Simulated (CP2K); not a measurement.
# ZnS (F-43m) in CP2K: notebook

One crystal, ZnS, is run at these levels: SCAN+D3; tasks: single point, equation of state.

All numbers are computed with CP2K 2026.2; they aren't measurements. Logs are shortened: lines on timing, memory, paths and dates and some standing lists are left out, and cuts for length are marked.

**Measured values to compare with.**

From “Electronic, vibrational, and thermodynamic properties of ZnS (zincblende and rocksalt structure)”, 2009, arxiv:0911.5022, for a bulk crystal of ZnS: bulk modulus 76.9 GPa.

The results are compared with them further down.

## (1) Starting point

Symmetry: F-43m, No. 216, cubic system. The conventional cell has a = 5.404 Å, b = 5.404 Å, c = 5.404 Å, α = 90.00°, β = 90.00°, γ = 90.00°. Zn (site symmetry -43m) is surrounded by 4 S at 2.34 Å. Around S (site symmetry -43m) lie 4 Zn at 2.34 Å.

## (2) Single point, SCAN+D3, 19.73 Å³/atom

The input, zns_eos.inp:

```
&GLOBAL
  PROJECT zns_eos
  RUN_TYPE ENERGY_FORCE
  PRINT_LEVEL LOW
&END GLOBAL
&FORCE_EVAL
  METHOD QS
  STRESS_TENSOR ANALYTICAL
  &DFT
    BASIS_SET_FILE_NAME BASIS_MOLOPT_UZH
    POTENTIAL_FILE_NAME POTENTIAL_UZH
    &MGRID
      CUTOFF 675
      REL_CUTOFF 60
      NGRIDS 4
    &END MGRID
    &QS
      METHOD GPW
      EPS_DEFAULT 1.0E-9
    &END QS
    &KPOINTS
      SCHEME MONKHORST-PACK 9 9 9
      GAMMA_CENTERED T
      SYMMETRY T
      SYMMETRY_BACKEND SPGLIB
    &END KPOINTS
    &SCF
      SCF_GUESS ATOMIC
      EPS_SCF 1.0E-6
      MAX_SCF 100
      ADDED_MOS 10
      CHOLESKY OFF
      EPS_EIGVAL 1.0E-7
      &DIAGONALIZATION ON
        ALGORITHM STANDARD
      &END DIAGONALIZATION
      &MIXING ON
        METHOD BROYDEN_MIXING
        ALPHA 0.4
        BETA 1.5
        NBUFFER 8
      &END MIXING
      &SMEAR ON
        METHOD FERMI_DIRAC
        ELECTRONIC_TEMPERATURE [K] 580.226
      &END SMEAR
    &END SCF
    &XC
      &XC_FUNCTIONAL
        &MGGA_X_SCAN
        &END MGGA_X_SCAN
        &MGGA_C_SCAN
        &END MGGA_C_SCAN
      &END XC_FUNCTIONAL
      &VDW_POTENTIAL
        POTENTIAL_TYPE PAIR_POTENTIAL
        &PAIR_POTENTIAL
          TYPE DFTD3
          REFERENCE_FUNCTIONAL SCAN
          PARAMETER_FILE_NAME dftd3.dat
          R_CUTOFF 20
        &END PAIR_POTENTIAL
      &END VDW_POTENTIAL
    &END XC
    &PRINT
      &KPOINTS ON
      &END KPOINTS
      &MULLIKEN ON
        &EACH
          QS_SCF 0
          GEO_OPT 0
          CELL_OPT 0
          MD 0
        &END EACH
        ADD_LAST NUMERIC
      &END MULLIKEN
      &MO ON
        ENERGIES T
        OCCUPATION_NUMBERS T
        &EACH
          QS_SCF 0
          GEO_OPT 0
          CELL_OPT 0
          MD 0
        &END EACH
        ADD_LAST NUMERIC
      &END MO
    &END PRINT
  &END DFT
  &SUBSYS
    &CELL
      ABC 3.8212050455 3.8212050455 3.8212050455
      ALPHA_BETA_GAMMA 60.0000000001 59.9999999995 59.9999999996
      PERIODIC XYZ
    &END CELL
    &COORD
      SCALED
      Zn  0.7500000000 0.7500000000 0.7500000000
      S   0.0000000000 0.0000000000 0.0000000000
    &END COORD
    &KIND Zn
      BASIS_SET TZVP-MOLOPT-SCAN-GTH-q12
      POTENTIAL GTH-SCAN-q12
    &END KIND
    &KIND S
      BASIS_SET TZVP-MOLOPT-SCAN-GTH-q6
      POTENTIAL GTH-SCAN-q6
    &END KIND
    &PRINT
      &ATOMIC_COORDINATES ON
      &END ATOMIC_COORDINATES
      &CELL ON
      &END CELL
      &SYMMETRY ON
      &END SYMMETRY
    &END PRINT
  &END SUBSYS
  &PRINT
    &FORCES ON
    &END FORCES
    &STRESS_TENSOR ON
    &END STRESS_TENSOR
  &END PRINT
&END FORCE_EVAL
```

Potentials or basis: POTENTIAL_UZH Zn GTH-SCAN-q12, S GTH-SCAN-q6; TZVP-MOLOPT-SCAN-GTH basis.

On the command line:

```sh
OMP_NUM_THREADS=2 cp2k.psmp -i zns_eos.inp -o zns_eos.out
```

zns_eos.out:

```text

 CP2K| version string:                                       CP2K version 2026.2
 CP2K| Input file name                                               zns_eos.inp

 GLOBAL| Force Environment number                                              1
 GLOBAL| Basis set file name                                    BASIS_MOLOPT_UZH
 GLOBAL| Potential file name                                       POTENTIAL_UZH
 GLOBAL| MM Potential file name                                     MM_POTENTIAL
 GLOBAL| Coordinate file name                                      __STD_INPUT__
 GLOBAL| Method name                                                        CP2K
 GLOBAL| Project name                                                    zns_eos
 GLOBAL| Run type                                                   ENERGY_FORCE
 GLOBAL| FFT library                                                       FFTW3
[... 5 lines left out ...]
 GLOBAL| Global print level                                                  LOW
 GLOBAL| Total number of message passing processes                             1
 GLOBAL| Number of threads for this process                                    2
 GLOBAL| CPU model name                                                  UNKNOWN

 CELL| Volume [angstrom^3]:                                            39.453545
 CELL| Vector a [angstrom]:       3.821     0.000     0.000   |a| =     3.821205
 CELL| Vector b [angstrom]:       1.911     3.309     0.000   |b| =     3.821205
 CELL| Vector c [angstrom]:       1.911     1.103     3.120   |c| =     3.821205
 CELL| Angle (b,c), alpha [degree]:                                    60.000000
 CELL| Angle (a,c), beta  [degree]:                                    60.000000
 CELL| Angle (a,b), gamma [degree]:                                    60.000000
 CELL| Numerically orthorhombic:                                              NO
 CELL| Periodicity                                                           XYZ

 CELL_REF| Volume [angstrom^3]:                                        39.453545
 CELL_REF| Vector a [angstrom     3.821     0.000     0.000   |a| =     3.821205
 CELL_REF| Vector b [angstrom     1.911     3.309     0.000   |b| =     3.821205
 CELL_REF| Vector c [angstrom     1.911     1.103     3.120   |c| =     3.821205
 CELL_REF| Angle (b,c), alpha [degree]:                                60.000000
 CELL_REF| Angle (a,c), beta  [degree]:                                60.000000
 CELL_REF| Angle (a,b), gamma [degree]:                                60.000000
 CELL_REF| Numerically orthorhombic:                                          NO
 CELL_REF| Periodicity                                                       XYZ

[... 9 lines left out ...]

  Total number of            - Atomic kinds:                                   2
                             - Atoms:                                          2
                             - Shell sets:                                     2
                             - Shells:                                        17
                             - Primitive Cartesian functions:                 10
                             - Cartesian basis functions:                     58
                             - Spherical basis functions:                     51

  Maximum angular momentum of- Orbital basis functions:                        3
                             - Local part of the GTH pseudopotential:          0
                             - Non-local part of the GTH pseudopotential:      4

 MODULE QUICKSTEP: ATOMIC COORDINATES IN ANGSTROM

   Atom Kind Element         X             Y             Z       Z(eff)     Mass
      1    1 Zn   30      5.731808      3.309261      2.340001  12.0000  65.3800
      2    2 S    16      0.000000      0.000000      0.000000   6.0000  32.0650

 Crystal Symmetry Information
       International Symbol:                                               F-43m
       Point Group Symbol:                                                  -43m
       Schoenflies Symbol:                                                  Td^2
       Number of Symmetry Operations:                                         24

 SCF PARAMETERS         Density guess:                                    ATOMIC
                        --------------------------------------------------------
                        max_scf:                                             100
[... 7 lines left out ...]
                        --------------------------------------------------------
                        level_shift [a.u.]:                             0.000000
                        added MOs                                        10    0
                        --------------------------------------------------------
                        Mixing method:                            BROYDEN_MIXING
[... 40 lines left out ...]
 Number of independent orbital functions:                                     51

 SCF WAVEFUNCTION OPTIMIZATION

  Step     Update method      Time    Convergence         Total energy    Change
  ------------------------------------------------------------------------------
     1 NoMix/Diag. 0.40E+00    3.8     1.74255129       -70.6095383163 -7.06E+01
     2 Broy./Diag. 0.40E+00    3.6     0.05556051       -70.4836849835  1.26E-01
     3 Broy./Diag. 0.40E+00    3.6     0.08345151       -70.4428690416  4.08E-02
     4 Broy./Diag. 0.40E+00    3.6     0.04745179       -70.4939452838 -5.11E-02
     5 Broy./Diag. 0.40E+00    3.7     0.00551251       -70.4716569810  2.23E-02
     6 Broy./Diag. 0.40E+00    3.6     0.01255496       -70.5257079679 -5.41E-02
     7 Broy./Diag. 0.40E+00    3.6     0.00592375       -70.5466834302 -2.10E-02
     8 Broy./Diag. 0.40E+00    3.6     0.00158752       -70.5312135002  1.55E-02
     9 Broy./Diag. 0.40E+00    3.6     0.00064859       -70.5291098378  2.10E-03
    10 Broy./Diag. 0.40E+00    3.6     0.00030767       -70.5304989726 -1.39E-03
    11 Broy./Diag. 0.40E+00    3.6     0.00005078       -70.5310665774 -5.68E-04
    12 Broy./Diag. 0.40E+00    3.6     0.00003895       -70.5312607552 -1.94E-04
    13 Broy./Diag. 0.40E+00    3.6     0.00000828       -70.5312863604 -2.56E-05
    14 Broy./Diag. 0.40E+00    3.6     0.00000529       -70.5312485263  3.78E-05
    15 Broy./Diag. 0.40E+00    3.6     0.00000156       -70.5312319018  1.66E-05
    16 Broy./Diag. 0.40E+00    3.6     0.00000054       -70.5312283902  3.51E-06

  *** SCF run converged in    16 steps ***

  Electronic density on regular grids:        -17.9999997424        0.0000002576
  Core density on regular grids:               17.9999999835       -0.0000000165
  Total charge density on r-space grids:        0.0000002411
  Total charge density g-space grids:           0.0000002411

  Overlap energy of the core charge distribution:               0.00000000085710
  Self energy of the core charge distribution:               -104.74996660532047
  Core Hamiltonian energy:                                     30.95789731859666
  Hartree energy:                                              13.93608604600065
  Exchange-correlation energy:                                -10.66915149250267
  Dispersion energy:                                           -0.00609365787933
  Electronic entropic energy:                                  -0.00000000000003
  Fermi energy:                                                 0.15133115964392

  Total energy:                                               -70.53122839024807
  Total energy (extrapolated to T->0):                        -70.53122839024806

 MO| EIGENVALUES AND OCCUPATION NUMBERS FOR K POINT 1
 MO|
 MO|  Index      Eigenvalue [a.u.]        Eigenvalue [eV]             Occupation
 MO|      1              -0.362695              -9.869431               2.000000
 MO|      2              -0.127723              -3.475515               2.000000
 MO|      3              -0.127723              -3.475515               2.000000
 MO|      4              -0.112026              -3.048392               2.000000
 MO|      5              -0.111570              -3.035966               2.000000
 MO|      6              -0.111570              -3.035966               2.000000
[... 11 lines left out ...]
 MO|     18               0.777908              21.167962               0.000000
[... 325 lines left out ...]
 MO|      6              -0.099735              -2.713919               2.000000
[... 11 lines left out ...]
 MO|     18               0.857948              23.345941               0.000000
 MO|     19               0.886143              24.113190               0.000000
 MO| Sum:                                                              18.000000
 MO| E(Fermi):            0.151331 a.u.          4.117930 eV
 MO| Band gap:            0.266885 a.u.          7.262302 eV

 [... the levels of further k-points ...]

 !-----------------------------------------------------------------------------!
                     Mulliken Population Analysis

 #  Atom  Element  Kind  Atomic population                           Net charge
       1     Zn       1         11.504088                              0.495912
       2     S        2          6.495912                             -0.495912
 # Total charge                             18.000000                 -0.000000

 !-----------------------------------------------------------------------------!

 ENERGY| Total FORCE_EVAL ( QS ) energy [hartree]            -70.531228560300761

 FORCES| Atomic forces [hartree/bohr]
 FORCES|   Atom     x               y               z               |f|
 FORCES|      1  2.50142525E-06  1.44339741E-06  1.01683630E-06   3.06177734E-06
 FORCES|      2  1.30673059E-06  7.54994552E-07  5.38114272E-07   1.60222614E-06
 FORCES| Sum     3.80815585E-06  2.19839197E-06  1.55495057E-06
 FORCES| Total atomic force                                       4.66399501E-06

 STRESS| Analytical stress tensor [bar]
 STRESS|                        x                   y                   z
 STRESS|      x       -1.07215819455E+04   4.82819607958E+00   3.41188671200E+00
 STRESS|      y        4.82819607958E+00  -1.07271775206E+04   1.97280935910E+00
 STRESS|      z        3.41188671200E+00   1.97280935910E+00  -1.07284722550E+04
 STRESS| 1/3 Trace                                            -1.07257439070E+04
 STRESS| Determinant                                          -1.23390599042E+12

 STRESS| Eigenvectors and eigenvalues of the analytical stress tensor [bar]
 STRESS|                        1                   2                   3
 STRESS| Eigenvalues  -1.07299603101E+04  -1.07298744081E+04  -1.07173970028E+04
 STRESS|      x          -0.480305647762     -0.321122917806      0.816202521674
 STRESS|      y           0.875119108084     -0.112926487937      0.470546655486
 STRESS|      z          -0.058932430755      0.940280638949      0.335260031354
```

Run time: 71 s. Hardware: 2 threads of Arm Neoverse V2, shared host; peak memory 0.36 GiB.

Results:

| Item | Value |
| --- | --- |
| Free energy | -1919.2523 eV |
| Pressure | -1.1 GPa |
| Band gap on the k mesh | 2.54 eV, direct |
| Mulliken charges | Zn +0.50; S -0.50 e |

Caveat: Mulliken charges move with the basis; the basis of atomic orbitals isn't converged, which shifts pressures, moduli and gaps.

## (3) Single point, SCAN+D3, 19.33 Å³/atom (volume scaled by 0.98)

zns_eos.inp: that of step 2 with these lines changed.

```diff
@@ -11,2 +11,3 @@
     POTENTIAL_FILE_NAME POTENTIAL_UZH
+    WFN_RESTART_FILE_NAME previous-RESTART.kp
     &MGRID
@@ -27,3 +28,3 @@
     &SCF
-      SCF_GUESS ATOMIC
+      SCF_GUESS RESTART
       EPS_SCF 1.0E-6
@@ -91,4 +92,4 @@
     &CELL
-      ABC 3.8212050455 3.8212050455 3.8212050455
-      ALPHA_BETA_GAMMA 60.0000000001 59.9999999995 59.9999999996
+      ABC 3.7955586013 3.7955586013 3.7955586013
+      ALPHA_BETA_GAMMA 59.9999999997 59.9999999996 59.9999999995
       PERIODIC XYZ
```

Potentials or basis: POTENTIAL_UZH Zn GTH-SCAN-q12, S GTH-SCAN-q6; TZVP-MOLOPT-SCAN-GTH basis.

On the command line:

```sh
OMP_NUM_THREADS=2 cp2k.psmp -i zns_eos.inp -o zns_eos.out
```

Wall time 54 s (2 threads of Arm Neoverse V2, shared host); peak memory 0.36 GiB.

Results (log left out):

```yaml
Free_energy: -1919.2538 eV
Pressure: 0.5 GPa
Band_gap_on_the_k_mesh: 2.63 eV, direct
Mulliken_charges: Zn +0.49; S -0.49 e
```

Caveat: Mulliken charges move with the basis; the basis of atomic orbitals isn't converged, which shifts pressures, moduli and gaps.

## (4) Single point, SCAN+D3, 20.12 Å³/atom (volume scaled by 1.02)

zns_eos.inp: that of step 3 with these lines changed.

```diff
@@ -92,4 +92,4 @@
     &CELL
-      ABC 3.7955586013 3.7955586013 3.7955586013
-      ALPHA_BETA_GAMMA 59.9999999997 59.9999999996 59.9999999995
+      ABC 3.8465117767 3.8465117767 3.8465117767
+      ALPHA_BETA_GAMMA 60.0000000005 59.9999999994 59.9999999995
       PERIODIC XYZ
```

On the command line:

```sh
OMP_NUM_THREADS=2 cp2k.psmp -i zns_eos.inp -o zns_eos.out
```

Run time: 54 s. Hardware: 2 threads of Arm Neoverse V2, shared host; peak memory 0.39 GiB.

Results (log left out):

```yaml
Free_energy: -1919.2411 eV
Pressure: -2.7 GPa
Band_gap_on_the_k_mesh: 2.44 eV, direct
Mulliken_charges: Zn +0.51; S -0.51 e
```

Caveat: Mulliken charges move with the basis; the basis of atomic orbitals isn't converged, which shifts pressures, moduli and gaps.

## (5) Single point, SCAN+D3, 18.94 Å³/atom (volume scaled by 0.96)

zns_eos.inp: that of step 4 with these lines changed.

```diff
@@ -92,4 +92,4 @@
     &CELL
-      ABC 3.8465117767 3.8465117767 3.8465117767
-      ALPHA_BETA_GAMMA 60.0000000005 59.9999999994 59.9999999995
+      ABC 3.7695608087 3.7695608088 3.7695608087
+      ALPHA_BETA_GAMMA 59.9999999999 59.9999999993 59.9999999998
       PERIODIC XYZ
```

On the command line:

```sh
OMP_NUM_THREADS=2 cp2k.psmp -i zns_eos.inp -o zns_eos.out
```

It took 57 s on 2 threads of Arm Neoverse V2, shared host; peak memory 0.36 GiB.

The run converged. Its results:

* Free energy: -1919.2470 eV
* Pressure: 2.3 GPa
* Band gap on the k mesh: 2.73 eV, direct
* Mulliken charges: Zn +0.47; S -0.47 e

Caveat: Mulliken charges move with the basis; the basis of atomic orbitals isn't converged, which shifts pressures, moduli and gaps.

## (6) Single point, SCAN+D3, 20.52 Å³/atom (volume scaled by 1.04)

zns_eos.inp: that of step 5 with these lines changed.

```diff
@@ -92,4 +92,4 @@
     &CELL
-      ABC 3.7695608087 3.7695608088 3.7695608087
-      ALPHA_BETA_GAMMA 59.9999999999 59.9999999993 59.9999999998
+      ABC 3.8714898258 3.8714898258 3.8714898258
+      ALPHA_BETA_GAMMA 60.0000000007 60.0000000002 59.9999999997
       PERIODIC XYZ
```

Potentials or basis: POTENTIAL_UZH Zn GTH-SCAN-q12, S GTH-SCAN-q6; TZVP-MOLOPT-SCAN-GTH basis.

On the command line:

```sh
OMP_NUM_THREADS=2 cp2k.psmp -i zns_eos.inp -o zns_eos.out
```

It took 54 s on 2 threads of Arm Neoverse V2, shared host; peak memory 0.39 GiB.

It converged, with:

- Free energy: -1919.2247 eV
- Pressure: -3.9 GPa
- Band gap on the k mesh: 2.36 eV, direct
- Mulliken charges: Zn +0.52; S -0.52 e

Caveat: Mulliken charges move with the basis; the basis of atomic orbitals isn't converged, which shifts pressures, moduli and gaps.

## (7) Single point, SCAN+D3, 18.54 Å³/atom (volume scaled by 0.94)

zns_eos.inp: that of step 6 with these lines changed.

```diff
@@ -92,4 +92,4 @@
     &CELL
-      ABC 3.8714898258 3.8714898258 3.8714898258
-      ALPHA_BETA_GAMMA 60.0000000007 60.0000000002 59.9999999997
+      ABC 3.7431993811 3.7431993812 3.7431993811
+      ALPHA_BETA_GAMMA 60.0000000004 59.9999999992 59.9999999996
       PERIODIC XYZ
```

On the command line:

```sh
OMP_NUM_THREADS=2 cp2k.psmp -i zns_eos.inp -o zns_eos.out
```

Wall time 56 s (2 threads of Arm Neoverse V2, shared host); peak memory 0.37 GiB.

The run converged. Its results:

```yaml
Free_energy: -1919.2310 eV
Pressure: 4.2 GPa
Band_gap_on_the_k_mesh: 2.83 eV, direct
Mulliken_charges: Zn +0.46; S -0.46 e
```

Caveat: Mulliken charges move with the basis; the basis of atomic orbitals isn't converged, which shifts pressures, moduli and gaps.

## (8) Single point, SCAN+D3, 20.91 Å³/atom (volume scaled by 1.06)

zns_eos.inp: that of step 7 with these lines changed.

```diff
@@ -92,4 +92,4 @@
     &CELL
-      ABC 3.7431993811 3.7431993812 3.7431993811
-      ALPHA_BETA_GAMMA 60.0000000004 59.9999999992 59.9999999996
+      ABC 3.8961496615 3.8961496615 3.8961496615
+      ALPHA_BETA_GAMMA 60.0000000000 59.9999999993 59.9999999993
       PERIODIC XYZ
```

On the command line:

```sh
OMP_NUM_THREADS=2 cp2k.psmp -i zns_eos.inp -o zns_eos.out
```

Run time: 52 s. Hardware: 2 threads of Arm Neoverse V2, shared host; peak memory 0.39 GiB.

The run converged. Its results:

- Free energy: -1919.2024 eV
- Pressure: -5.1 GPa
- Band gap on the k mesh: 2.27 eV, direct
- Mulliken charges: Zn +0.52; S -0.52 e

Caveat: Mulliken charges move with the basis; the basis of atomic orbitals isn't converged, which shifts pressures, moduli and gaps.

## (9) Equation of state, SCAN+D3

Potentials or basis: POTENTIAL_UZH Zn GTH-SCAN-q12, S GTH-SCAN-q6; TZVP-MOLOPT-SCAN-GTH basis.

This step only gathers the single runs of the series.

Results:

```
Equilibrium volume                      : 19.42 Å³/atom
Bulk modulus                            : 85 GPa
Pressure derivative of the bulk modulus : 5.6 (rough: it moves with the points fitted)
```

Energy against volume, from the lowest point:
| volume (Å³/atom) | energy (meV/atom) |
| --- | --- |
| 18.543 | 11.38 |
| 18.938 | 3.40 |
| 19.332 | 0.00 |
| 19.727 | 0.72 |
| 20.121 | 6.36 |
| 20.516 | 14.55 |
| 20.910 | 25.70 |

Caveat: the basis of atomic orbitals isn't converged, which shifts pressures, moduli and gaps.

## (10) Against experiment

Step 9. Measured bulk modulus of ZnS: 76.9 GPa (quoted in “Electronic, vibrational, and thermodynamic properties of ZnS (zincblende and rocksalt structure)”, 2009, arxiv:0911.5022). This calculation gives 85 GPa (+10.8 %). The fit is for a static lattice scaled at fixed shape and fixed fractional positions.
